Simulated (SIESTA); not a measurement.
Ti:

```
Ti
1.0
     4.56737    0.00000    0.00000
    -2.28369    3.95546    0.00000
     0.00000    0.00000    2.82624
Ti
3
Direct
  0.66667 0.33333 0.50000
  0.33333 0.66667 0.50000
  0.00000 0.00000 0.00000
```

This isn't the form of Ti at room conditions, which is hcp.

| Item | Value |
| --- | --- |
| Program | SIESTA 5.4.2 |
| Task | single point |
| Functional | PBEsol |
| Potentials or basis | PseudoDojo 0.4 standard (PBEsol files) |
| Basis | DZP (energy shift 0.003 Ry; two zetas on semicore shells) |
| Grid cutoff | 800 Ry |
| Energy shift | 0.003 Ry |
| k mesh | 7 × 7 × 9 |
| Occupations | fermi-dirac, width 0.05 eV |
| Spin | no spin polarisation |

On this cell: pressure -3.3 GPa; largest force under 0.003 eV/Å; band gap on the k mesh none (metal or under the smearing width).

The same run follows on a disturbed copy (atoms moved at random, drawn with an rms of 0.05 Å):

```
CELL_PARAMETERS angstrom
4.56737 0.00000 0.00000
-2.28369 3.95546 0.00000
0.00000 0.00000 2.82624
ATOMIC_POSITIONS crystal
Ti 0.66700 0.33369 0.50435
Ti 0.33980 0.67128 0.48012
Ti 0.00626 0.00534 0.00325
```

**Question.** What does the disturbed cell give?

**Answer.** The energy (extrapolated to zero smearing) moves by +2.6 meV/atom; pressure -3.3 GPa; largest force 0.206 eV/Å; band gap on the k mesh none (metal or under the smearing width).

Forces in eV/Å, atoms in the order of the input:
```
Ti   0.067  0.075 -0.017
Ti  -0.049 -0.043  0.196
Ti  -0.018 -0.032 -0.180
```

Stress tensor (GPa, compression positive):
```
-3.06  0.01  0.01
 0.01 -3.08  0.01
 0.01  0.01 -3.87
```

Caveats: the basis of atomic orbitals isn't converged, which shifts pressures, moduli and gaps.
